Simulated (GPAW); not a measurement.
Runs of GPAW 26.7.0 on HfN. It takes space group P6_3/mmc (No. 194, hexagonal). The conventional cell has a = 3.134 Å, b = 3.134 Å, c = 5.417 Å, α = 90.00°, β = 90.00°, γ = 120.00°. Around Hf (site symmetry -6m2) lie 6 N at 2.26 Å. Around N (site symmetry -3m) lie 6 Hf at 2.26 Å. The cell comes from a database or a generator and needn't be the stable form of this composition.

```tsv
level	gap on the mesh (eV)	pressure (GPa)	relaxed volume (Å³/atom)
PBEsol+D4	none	0.1	(a)
PBEsol+D3(BJ)	none	0.0	11.22
PBEsol	none	0.1	11.43
PBEsol+D3(BJ)+ATM	none	0.1	11.25
PBEsol+D3	none	0.1	11.25
```

Alike in all rows: task relaxation of cell and atoms; potentials or basis PAW data sets generated in the run's folder for this functional, pw; no spin polarisation; cell relaxed; k mesh 7 × 7 × 4; cutoff (eV) 800; smearing fermi-dirac 0.05 eV.

Q: Estimate the missing entries.

A: (a) 11.33.

Caveats: later steps reuse the first step's grids; pairwise dispersion overbinds metals, which lowers pressure and volume (some runs).

A k mesh can miss the band edges, and the runs leave out spin-orbit coupling on Hf.

A gap of «none» marks a metal or a gap under the smearing width.
